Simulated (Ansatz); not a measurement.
## Sensitivity of the G0W0 gap of BN (P6_3/mmc)

A base run on BN (P6_3/mmc), then changed inputs.

Main program and level: Ansatz 0.2.0; G0W0 on PBE, plane waves, PAW; PAW set soft_1.

## (1) Set-up

It takes space group P6_3/mmc (No. 194, hexagonal). Conventional cell: a = 2.504 Å, b = 2.504 Å, c = 6.661 Å, α = 90.00°, β = 90.00°, γ = 120.00°. B has 3 N at 1.45 Å nearest. Nearest to N lie 3 B at 1.45 Å. Farther neighbours and most contacts between anions are not listed.

The cell and positions come from the Crystallography Open Database and are kept as given unless a step says otherwise.

## (2) The base run: 9×9×2 mesh, 29 empty bands, screening to 50 eV, PAW set soft_1 files

Now the one-shot GW correction: screening in the RPA, then the self-energy of the levels asked for. This step takes PAW set soft_1 files.

File input.yaml:

```yaml
crystal:
  lattice:
    - [2.50399, 0.0, 0.0]
    - [-1.251995, 2.1685189508, 0.0]
    - [0.0, 0.0, 6.6612]
  atoms:
    - { symbol: B, position: [0.3333333333, 0.6666666667, 0.25] }
    - { symbol: B, position: [0.6666666667, 0.3333333333, 0.75] }
    - { symbol: "N", position: [0.3333333333, 0.6666666667, 0.75] }
    - { symbol: "N", position: [0.6666666667, 0.3333333333, 0.25] }
kpoints:
  mp_grid: { grid: [9, 9, 2] }
hamiltonian:
  xc: pbe
  pseudopotentials: { kind: paw, azcp: { folder: soft_1 } }
scf:
  occupations: { method: fixed }
gw:
  n_empty_bands: 29
  ecut_chi: 50
  qp_bands: [v2, c2]
  qp_kpoints: band_edges
  screening: { model: contour_deformation }
```

On the command line:

```
$ ansatz run input.yaml --threads 3 --pin off --max-ram 92160MiB --backend cuda --events-out ev --progress --plain --runs-dir out --devices 1 --max-vram 13GiB
```

Numbers of over 12 decimals in the logs are rounded to 6 here.

The program printed:

```text
GPUs: using 1 of 1 available (devices: 1).
Engine: ansatz 0.2.0, x86_64-unknown-linux-gnu
Pseudopotentials: kind: paw
Pseudopotential: B, paw, valence charge 3, recommended cutoff 420 eV (normal), soft_1/B.paw.azcp
Pseudopotential: N, paw, valence charge 5, recommended cutoff 420 eV (normal), soft_1/N.paw.azcp
Functional definition: PBE
  parameter kappa = 0.804
  parameter beta = 0.066725
  exchange = pbe_x(kappa = kappa, mu = beta*pi^2/3)
  correlation = pbe_c(beta = beta)
device memory: the entry about to start is reckoned to put 0.4 GiB on a device that reports 32.6 GiB free (of which the cap on the GPU budget leaves the run 13.0 GiB)
GPU FFT provider: cuFFT
GPU libraries: cuBLAS 13.8.2, cuFFT 12.4.0, cuSOLVER 12.3.4
Crystal: 4 atoms, lattice volume = 36.170 Å³
Basis set: ecut = 420 eV, 713 PW (Γ)
Bands: 12, of which v1, the nominal top of the filled ones, is band 8 counted from 1 (7 counted from 0)
Symmetry: 24 space group operations
Space group: P63/mmc (ITA 194), of the structure as read, at distance tolerance 3.3e-5 Å
k-points: 24 of 162
Non-local potential: B, projectors of the file, l = 0: 2, l = 1: 2, l = 2: 1
Non-local potential: N, projectors of the file, l = 0: 2, l = 1: 2, l = 2: 1
PAW form: soft (Blöchl's): semilocal exchange-correlation on the pseudo side does not see the compensation charge
PAW one-centre angular grid: B, 110 points (default); XC on 64 Gauss nodes
PAW one-centre angular grid: N, 110 points (default); XC on 64 Gauss nodes
Initial density: superposition of atomic densities (chi_scale 0.1, normalization cell, long waves kept (reshape's long-wave potential 0.01 eV rms))
Initial wavefunctions: pseudopotential atomic-orbital guess
GPU buffer pool allocated for 14580 grid points (all kernels)
GPU transforms: local potential and band sums: pruned to the plane-wave sphere, on 18×18×45
Functional: x = pbe(κ = 0.804, μ = 0.219515), c = pbe(β = 0.066725)
SCF iter   1: F=—  HF=-1087.497042 eV  |F-HF|=—  |Δ(HF+E_count)|=         —  Δρ=1.46e-1  dr2=7.61e0  ethr=3.10e-3  ⟨swp⟩=4.8  Hψ=1563  notcnv=0  defer=34
preconditioner: auto → none  [insulator: Δε(μ)=5.895 eV  Ē_g=17.026 eV  n_scr=4 (ndim 8)  ℏωp=24.7 eV  f_vac=0.000  ε∞_Penn≈3.1]
SCF iter   2: F=—  HF=-1085.077628 eV  |F-HF|=—  |Δ(HF+E_count)|=    2.42e0  Δρ=6.88e-2  dr2=9.24e-1  ethr=3.10e-3  ⟨swp⟩=3.0  Hψ=809  notcnv=0  defer=45
SCF iter   3: F=—  HF=-1084.834212 eV  |F-HF|=—  |Δ(HF+E_count)|=   2.43e-1  Δρ=2.30e-2  dr2=1.07e-1  ethr=3.10e-3  ⟨swp⟩=2.7  Hψ=684  notcnv=0  defer=44
SCF iter   4: F=—  HF=-1084.823248 eV  |F-HF|=—  |Δ(HF+E_count)|=   1.10e-2  Δρ=8.37e-3  dr2=1.40e-2  ethr=6.66e-4  ⟨swp⟩=2.4  Hψ=370  notcnv=0  defer=48
[...]
E_nonlocal   = 86.214290
  E_hartree    = 224.833605
  E_xc         = -184.031673
  E_vxc        = -226.983632  (∫ρ·V_xc dr)
  E_paw        = -414.073850  (= ΣΔE_a)
  E_vpaw       = -47.577680  (= ΣTr[D̂ρ^β])
  E_aug_tail   = 0.001845  (compensation charges beyond the density's cutoff)
  E_ewald      = -497.875223
  E_smearing   = -0.000000  (= −TS)
  E_closure    = -0.000000  (closes the sum)
  Σ components = -1084.822846   (vs F -1084.822846, Δ=0.00e0)
--- Band table (eV; the first three rows and the last of 24) ---
  k-point 0: bands = [... 4 lower, 3.3774, 3.3774, 3.4127, 3.4127, 9.9486, 14.9873, 16.2806, 16.2806]
  k-point 1: bands = [... 4 lower, 3.3952, 3.3952, 3.3952, 3.3952, 12.2954, 12.2954, 16.3401, 16.3401]
  k-point 2: bands = [... 4 lower, 2.4186, 2.4498, 2.9331, 2.9753, 10.3765, 14.8127, 15.9887, 16.2866]
  k-point 23: bands = [... 4 lower, -2.4423, -2.4423, 4.7050, 4.7050, 9.3479, 9.3479, 16.7268, 16.7268]
--- G₀W₀: contour deformation, 5 samples at zero and on the imaginary axis and 1 off it, 162 q-points, 29 empty bands' worth ---
  eigenvalues of the whole cell's RPA ε∞ on this k-mesh (on a slab, of 1 + 4πα/V) = 2.5286, 4.5856, 4.5856; static W/v taken at q = 0 is 0.283674
  bands read: the sum over 37 bands ends inside a degenerate multiplet in 12 slots, whose members it reads at an even weight; the widest, k=1: bands 35 to 38 (counted from 1) at 3/4 each
  gw.qp_kpoints: band_edges: 14 of 24 stored k-points solved, in 2 passes; an edge of the gap read off the rows below is read off those points alone
    valence top: of the k-points left out ik 18 came nearest to being solved in a further pass, in band 8 (counted from 1, as in the quasiparticle table): it holds the edge there only if its correction is more favourable than any solved in that band by at least 1.024 eV; those differ by 0.315 eV
    conduction bottom: of the k-points left out ik 18 came nearest to being solved in a further pass, in band 9 (counted from 1, as in the quasiparticle table): it holds the edge there only if its correction is more favourable than any solved in that band by at least 1.253 eV; those differ by 1.022 eV
    ik  band        ε_KS         Σx   Σc(E_QP)       V_xc       Z   E_QP_lin       E_QP  E_QP is
     0     7      3.4127   -23.6353     4.0997   -19.2165  0.8024     3.0925     3.0936  root
     0     8      3.4127   -23.6353     4.0997   -19.2165  0.8024     3.0925     3.0936  root
     0     9      9.9486    -4.9328    -3.7650    -9.1464  0.8413    10.3990    10.3972  root
     0    10     14.9873    -7.8154    -4.9376   -14.3603  0.7660    16.6671    16.5946  root
     1     7      3.3952   -23.6211     4.1039   -19.1919  0.8023     3.0689     3.0700  root
     1     8      3.3952   -23.6211     4.1039   -19.1919  0.8023     3.0689     3.0700  root
     1     9     12.2954    -6.3539    -4.0897   -11.3795  0.8198    13.2423    13.2313  root
     1    10     12.2954    -6.3539    -4.0897   -11.3795  0.8198    13.2423    13.2313  root
[...]
23     7      4.7050   -20.6129     3.1639   -17.1997  0.7966     4.4551     4.4558  root
    23     8      4.7050   -20.6129     3.1639   -17.1997  0.7966     4.4551     4.4558  root
    23     9      9.3479    -6.1733    -4.0454   -11.5480  0.8172    10.6965    10.6772  root
    23    10      9.3479    -6.1733    -4.0454   -11.5480  0.8172    10.6965    10.6772  root
[key lines of the parts left out:]
SCF converged after 7 iterations
Free energy (F): -1084.822846 eV
Fermi energy:    4.705022 eV
```

Elapsed: 16 s, on 1 × NVIDIA H100 80GB HBM3 (shared by 6 runs) with 3 threads of AMD EPYC 7R13 (Zen 3), shared host; peak memory 0.98 GiB.

This step gave:

```
bands summed                                 : 37
RPA ε∞ on this mesh (eigenvalues)            : 2.529, 4.586, 4.586
plane waves in the screening matrix          : 37
q-points in the mesh                         : 162
G0W0 gap on the mesh                         : 5.833 eV
k of the valence top                         : 0.3333, 0.3333, -0.5
k of the conduction bottom                   : 0.1111, 0.4444, 0
starting gap on the mesh                     : 4.400 eV
Z at the valence top                         : 0.7966
Z at the conduction bottom                   : 0.8242
least direct G0W0 gap on the computed points : 6.189 eV
```

The gap on the mesh goes from 4.40 eV to 5.83 eV, a correction of +1.43 eV. Between the two edge states, bare exchange in place of the xc potential would open the gap by 8.50 eV, and correlation takes back 7.06 eV.

## (3) Variant: no symmetry

Edit input.yaml of step 2 so:

```diff
@@ -10,2 +10,3 @@
     - { symbol: "N", position: [0.6666666667, 0.3333333333, 0.25] }
+  symmetry: { detect: false }
 kpoints:
@@ -18,4 +19,4 @@
 gw:
-  n_empty_bands: 29
-  ecut_chi: 50
+  n_empty_bands: 38
+  ecut_chi: 60
   qp_bands: [v2, c2]
```

The program printed:

```text
GPUs: using 1 of 1 available (devices: 1).
[...]
GPU FFT provider: cuFFT
GPU libraries: cuBLAS 13.8.2, cuFFT 12.4.0, cuSOLVER 12.3.4
Crystal: 4 atoms, lattice volume = 36.170 Å³
Basis set: ecut = 420 eV, 713 PW (Γ)
Bands: 12, of which v1, the nominal top of the filled ones, is band 8 counted from 1 (7 counted from 0)
Symmetry: 1 space group operations
k-points: 82 of 162 (time reversal used)
[...]
GPU buffer pool allocated for 14580 grid points (all kernels)
[...]
SCF iter   1: F=—  HF=-1087.497042 eV  |F-HF|=—  |Δ(HF+E_count)|=         —  Δρ=1.46e-1  dr2=7.61e0  ethr=3.10e-3  ⟨swp⟩=4.8  Hψ=5353  notcnv=0  defer=128
[...]
SCF iter   8: F=-1084.822846 eV  HF=-1084.822846 eV  |F-HF|=2.49e-9  |Δ(HF+E_count)|=   8.71e-8  Δρ=3.83e-6  dr2=1.98e-9  ethr=6.25e-10  ⟨swp⟩=5.4  Hψ=4981  notcnv=0
SCF 1 converged in 8 iterations: F = -1084.822846 eV  dr2 = 1.98e-9
[...]
NSCF: frozen V_eff on 82 k-points, pencils in batches of 32, up to order 48
[...]
G₀W₀ screening: q 1/82
[... further progress lines ...]
[...]
NSCF: frozen V_eff on 1 k-points
[...]
SCF converged after 8 iterations
Free energy (F): -1084.822846 eV
[...]
Internal energy: -1084.822846 eV  (E = F + TS)
E sigma→0 (E₀):  -1084.822846 eV
Fermi energy:    4.705093 eV
[...]
--- Band table (eV; the first three rows and the last of 82) ---
  k-point 0: bands = [... 4 lower, 3.3775, 3.3775, 3.4128, 3.4128, 9.9487, 14.9874, 16.2807, 16.2807]
  k-point 1: bands = [... 4 lower, 3.3952, 3.3952, 3.3953, 3.3953, 12.2953, 12.2956, 16.3401, 16.3401]
  k-point 2: bands = [... 4 lower, 2.4187, 2.4499, 2.9331, 2.9754, 10.3766, 14.8128, 15.9887, 16.2867]
  k-point 81: bands = [... 4 lower, 0.1911, 0.1911, 3.0649, 3.0650, 10.6485, 10.6485, 15.5276, 15.5277]
[...]
0     7      3.4128   -23.6353     4.0037   -19.2165  0.8001     2.9959     2.9977  root
     0     8      3.4128   -23.6353     4.0037   -19.2165  0.8001     2.9959     2.9977  root
     0     9      9.9487    -4.9328    -3.8162    -9.1463  0.8408    10.3473    10.3459  root
     0    10     14.9874    -7.8154    -5.0450   -14.3603  0.7638    16.5477    16.4872  root
     1     7      3.3953   -23.6211     4.0087   -19.1920  0.8000     2.9730     2.9748  root
     1     8      3.3953   -23.6211     4.0087   -19.1920  0.8000     2.9730     2.9748  root
     1     9     12.2953    -6.3539    -4.1667   -11.3795  0.8184    13.1633    13.1542  root
     1    10     12.2956    -6.3540    -4.1667   -11.3794  0.8184    13.1634    13.1543  root
[...]
80     7      2.3759   -18.5669     3.3785   -14.4035  0.7760     1.5808     1.5910  root
    80     8      3.8139   -20.2948     3.2488   -16.5632  0.7859     3.3284     3.3312  root
    80     9     10.3525    -6.5021    -4.2368   -11.9810  0.8102    11.6138    11.5944  root
    80    10     11.2864    -8.1422    -4.3694   -14.0577  0.7951    12.8707    12.8325  root
```

Wall time 47 s (1 × NVIDIA H100 80GB HBM3 (shared by 6 runs) with 3 threads); peak memory 1 GiB.

The G0W0 gap on the mesh is 5.810 eV.

Against the base:

| setting | base | variant |
| --- | --- | --- |
| empty bands | 29 | 38 |
| screening cutoff (eV) | 50 | 60 |
| symmetry detection | - | false |

| quantity | variant | base |
| --- | --- | --- |
| starting gap on the mesh | 4.400 | 4.400 |
| G0W0 gap on the mesh | 5.810 | 5.833 |
| least direct G0W0 gap on the computed points | 6.164 | 6.189 |
| Z at the valence top | 0.794 | 0.797 |
| Z at the conduction bottom | 0.822 | 0.824 |

## (4) Results

```json
{
 "base": "5.83 eV, 16 s",
 "no symmetry": "5.81 eV, 47 s"
}
```

**Reading.** No symmetry: the gap moves by −0.02 eV and the time by a factor of 3.0. The variant differs from the base in empty bands, screening cutoff and symmetry detection together, so the change can't be laid to one of them. Symmetry itself changes the cost, not the physics. All runs here use a coarse mesh and modest cutoffs; they test settings and are not final values. The 9×9×2 mesh is coarse for this cell (its supercell is 13 Å along the shortest edge). The RPA ε∞ on it, from the PBE start, is 2.53 and 4.59; such meshes misread the long-range screening, most where the gap is narrow.

[Paths, hosts, dates, memory and timing lines, banners, echoed tables and standing remarks are left out of the program output.]

[Logs are printed without paths, hosts, clocks, repeated set-up lines and the standing remarks that a program may print on its own settings, such as how far it seeks lower states.]

[Runs of the session that timed out or met a known fault of the program may be left out.]

[Cells called generated may have been cut or substituted from an entry of the Crystallography Open Database or the Materials Project.]

[Hosts, paths, dates, database ids (printed as entryN), source tags and the programs' standing remarks are cut or masked in the printed files.]
